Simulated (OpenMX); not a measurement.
BaTiO3 under changes of volume

One of the cells (12.856 Å³/atom); the others are scaled copies at fixed shape and fractional positions:

```xyz
5
Lattice="3.9998 0.0000 0.0000 0.0000 3.9998 0.0000 0.0000 0.0000 4.0180" Properties=species:S:1:pos:R:3 pbc="T T T"
Ba    0.0000    0.0000    0.0000
Ti    1.9999    1.9999    1.9688
O     0.0000    1.9999    2.0773
O     1.9999    0.0000    2.0773
O     1.9999    1.9999    0.0763
```

- Program: OpenMX 3.8.5
- Functional: PBE
- Potentials or basis: OpenMX 2013 PBE set, Ba10.0-s3p2d1, Ti7.0-s2p2d1, O6.0-s2p2, fixed grid of 48 × 48 × 48 points
- k mesh: 7 × 7 × 7
- Occupations: fermi-dirac, width 0.05 eV
- Spin: no spin polarisation

```csv
volume (Å³/atom),energy over the lowest point (meV/atom),gap on the mesh (eV),largest force (eV/Å)
12.085,?,?,?
12.342,39.48,1.58,0.359
12.599,20.06,1.54,0.204
12.856,7.45,1.50,0.058
13.113,0.95,1.46,0.083
13.371,0.00,1.43,0.209
13.628,3.98,1.39,0.326
```

What does the run at 12.085 Å³/atom give?

Energy over the lowest point 66.51 meV/atom; gap on the mesh 1.62 eV; largest force 0.532 eV/Å.

Worked out: A Birch-Murnaghan fit of order 3 (a polynomial in V^(-2/3)) to the other rows has its minimum at 13.29 Å³/atom with B0 = V·E''(V) = 165 GPa and B' = 4.5 at fixed shape and positions, which overstates the stiffness. It gives 66.49 meV/atom at 12.085 Å³/atom, against the run's 66.51. A straight line through the other rows of the gap, of slope -1.9 eV per unit of ln V, extrapolates to 1.62 eV, against the run's 1.62.

Energies are extrapolated to zero smearing.

Caveats: the transition metal has a single d function, too few for pressures, volumes and moments; spin-orbit coupling is left out, which moves the levels of the heavy elements; an odd mesh through Γ misses points on the zone boundary, where band edges often lie; the basis of atomic orbitals isn't converged, which shifts pressures, moduli and gaps.
